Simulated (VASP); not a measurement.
Wanted: the native input for a VASP 6.6.1 run.

```yaml
Task: single point
Functional: PBE
Dispersion: D3(BJ)
Potentials_or_basis: VASP PAW PBE potentials, release 64 (Zr_sv, S)
Cutoff: 520 eV
k_mesh: 9 × 9 × 6
Occupations: gaussian, width 0.05 eV
Spin: no spin polarisation
Dipole_correction: no
Further_INCAR_settings: ALGO = Fast; EDIFF = 1e-06; NBANDS = 19
```

The structure of ZrS2 lies in POSCAR:

```
ZrS2
1.0
    3.6353572243      0.0001856259     -0.0002849040
   -1.8175178554      3.1484085837      0.0002622846
   -0.0004484229      0.0002177879      5.7192229942
Zr S
1 2
Direct
    0.0000152245      0.0000294850     -0.0000026703
    0.3333815385      0.6666001735      0.2552742492
    0.6666032370      0.3333703415      0.7447284211
```

The cell isn't the ideal one: atom 2 moved 0.45 Å; relaxed back.

One way to write it, as run:

INCAR

```
SYSTEM = ZrS2
  PREC = Accurate
  ENCUT = 520
  EDIFF = 1E-6
  ISMEAR = 0
  SIGMA = 0.05
  LREAL = .False.
  LASPH = .True.
  NELM = 100
  ALGO = Fast
  ISIF = 2
  LWAVE = .False.
  LCHARG = .False.
  GGA = PE
  IVDW = 12
  NBANDS = 19
```

KPOINTS

```
regular mesh
0
Gamma
  9 9 6
  0 0 0
```

Potentials or basis: VASP PAW PBE potentials, release 64 (Zr_sv, S).

Command:

```bash
$ cat potpaw_PBE.64/Zr_sv/POTCAR potpaw_PBE.64/S/POTCAR > POTCAR
$ mpirun -np 1 vasp_std > vasp.out
```

Results of the run:

| Item | Value |
| --- | --- |
| Pressure | -0.1 GPa |
| Largest force | 0.007 eV/Å |
| Band gap on the k mesh | 0.70 eV, indirect (least direct gap 1.42 eV) |
| Dispersion energy per atom | -0.363 eV |

Caveat: an odd mesh through Γ misses points on the zone boundary, where band edges often lie.

It took 3.7 min on 1 thread of Intel(R) Xeon(R) 6975P-C (Granite Rapids) (shared host), peak memory 0.4 GiB.
